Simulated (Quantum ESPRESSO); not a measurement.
## TiAl3 in Quantum ESPRESSO: the effect of strain

Crystal: TiAl3.

```
CELL_PARAMETERS angstrom
-1.83466 1.83466 4.28067
1.83466 -1.83466 4.28067
1.83466 1.83466 -4.28067
ATOMIC_POSITIONS crystal
Ti 0.00000 0.00000 0.00000
Al 0.25000 0.75000 0.50000
Al 0.75000 0.25000 0.50000
Al 0.50000 0.50000 0.00000
```

The cell comes from a database or a generator and needn't be the stable form of this composition.

Alike in all runs:

```yaml
Program: Quantum ESPRESSO 7.5
Task: relaxation of the atoms
Functional: PBEsol
Potentials_or_basis: GBRV 1.5 PBEsol
Cutoff: 612 eV
Density_cutoff: 4898 eV
k_mesh: 7 × 7 × 7
Occupations: fermi-dirac, width 0.05 eV
Spin: no spin polarisation
Kind_of_strain: biaxial_xy
Mixing_beta: 0.5
Most_SCF_iterations: 120
SCF_threshold: 8e-10 Ry
Most_ionic_steps: 40
Forc_conv_thr: 0.0004 Ry/bohr
Etot_conv_thr: 1e-05 Ry
```

Each run relaxes the cell or the atoms first.

| strain | pressure (GPa) |
| --- | --- |
| -0.04 | ? |
| -0.02 | 4.2 |
| -0.01 | 1.6 |
| 0 | -0.7 |
| 0.01 | -2.8 |
| 0.02 | -4.7 |
| 0.04 | -8.0 |

**Question.** What does the run with strain -0.04 give?

**Answer.** Pressure 10.1 GPa.

Worked out: A parabola through the other rows of the pressure, of slope -303 GPa per unit of strain there, extrapolates to 9.8 GPa, against the run's 10.1.

Caveats: the relaxation stopped at its first step, so nothing moved.
